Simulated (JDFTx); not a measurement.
Ir:

```
Ir
1.0
     0.00000    1.91560    1.91560
     1.91560    0.00000    1.91560
     1.91560    1.91560    0.00000
Ir
1
Direct
  0.00000 0.00000 0.00000
```

Base run:

| Item | Value |
| --- | --- |
| Program | JDFTx 1.7.0 (patched build) |
| Functional | PBE |
| Potentials or basis | PseudoDojo-FR-PBE-0.4-standard with smoothed tails |
| Cutoff | 925 eV |
| Density cutoff | 3701 eV |
| k mesh | 12 × 12 × 12 |
| Occupations | fermi-dirac, width 0.05 eV |
| Spin | spin-orbit coupling, no magnetisation |

Its results: band gap on the k mesh none (metal or under the smearing width); pressure 11.6 GPa.

The run is repeated on the same cell with these changes: potentials or basis from PseudoDojo-FR-PBE-0.4-standard with smoothed tails to PseudoDojo-SR-PBE-0.4.1-standard with smoothed tails; spin from spin-orbit coupling, no magnetisation to no spin polarisation. What comes out?

Band gap on the k mesh none (metal or under the smearing width); pressure 10.3 GPa.
